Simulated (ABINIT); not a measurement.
The system is CuAu.

```
Au Cu
1.0
     2.81075    0.00000    0.00000
     0.00000    2.81075    0.00000
     0.00000    0.00000    3.68500
Au Cu
1 1
Direct
  0.00000 0.00000 0.00000
  0.50000 0.50000 0.50000
```

Base run:

```yaml
Program: ABINIT 10.8.3 (patched build)
Functional: BLYP
Potentials_or_basis: JTH PAW PBE v2.0
Cutoff: 844 eV
k_mesh: 9 × 9 × 7
Occupations: fermi-dirac, width 0.05 eV
Spin: no spin polarisation
```

Its results: band gap on the k mesh none (metal or under the smearing width); pressure 14.8 GPa.

Task: After a change of settings the same cell gave: band gap on the k mesh none (metal or under the smearing width); pressure -3.7 GPa. Which change was it?
A. functional from BLYP to revPBE
B. functional from BLYP to PBEsol
C. functional from BLYP to RPBE
D. functional from BLYP to LDA

Result: B.

PBEsol binds more tightly than BLYP, so the same cell stands under less pressure.

Caveats: the PAW data sets were made with another functional, which shifts forces and pressure a little; spin-orbit coupling is left out, which moves the levels of the heavy elements.
